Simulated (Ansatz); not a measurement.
# Piezoelectric tensor of MgZn3O4

Level of theory: DFT PBE, scalar-relativistic, plane waves, PAW (Ansatz 0.2.0). Settings: 420 eV plane-wave cutoff, Γ-centred 6×6×6 mesh, fixed occupations. No spin polarisation.

Equilibrium structure at this level:
```yaml
crystal:
  lattice:
    - [4.61354, 0.00000, 0.00000]
    - [0.00000, 4.61354, 0.00000]
    - [0.00000, 0.00000, 4.61354]
  atoms:
    - { symbol: Mg, position: [0.50000, 0.50000, 0.50000] }
    - { symbol: Zn, position: [0.50000, 0.00000, 0.00000] }
    - { symbol: Zn, position: [0.00000, 0.00000, 0.50000] }
    - { symbol: Zn, position: [0.00000, 0.50000, 0.00000] }
    - { symbol: O, position: [0.25166, 0.74834, 0.25166] }
    - { symbol: O, position: [0.25166, 0.25166, 0.74834] }
    - { symbol: O, position: [0.74834, 0.74834, 0.74834] }
    - { symbol: O, position: [0.74834, 0.25166, 0.25166] }
```

The structure comes from a generated guess, relaxed at this level; another structure or a mixture of phases may lie lower.

(1) Give the relaxed-ion proper piezoelectric stress tensor e_iJ (C/m², Voigt columns xx yy zz yz xz xy).

(2) With the elastic constants (GPa, Voigt order)
C11 = 152.8, C12 = 111.3, C13 = 111.3, C22 = 152.8, C23 = 111.3, C33 = 152.8, C44 = 67.5, C55 = 67.5, C66 = 67.5 GPa; the others vanish.
find the strain coefficients d = e·C⁻¹ (pC/N).

Answers

(1)
```
x   0.00 0.00 0.00 0.68 0.00 0.00
y   0.00 0.00 0.00 0.00 0.68 0.00
z   0.00 0.00 0.00 0.00 0.00 0.68
```
Signs follow the orientation of the cell as given.

(2)
```
x    0.0  0.0  0.0 10.1  0.0  0.0
y    0.0  0.0  0.0  0.0 10.1  0.0
z    0.0  0.0  0.0  0.0  0.0 10.1
```
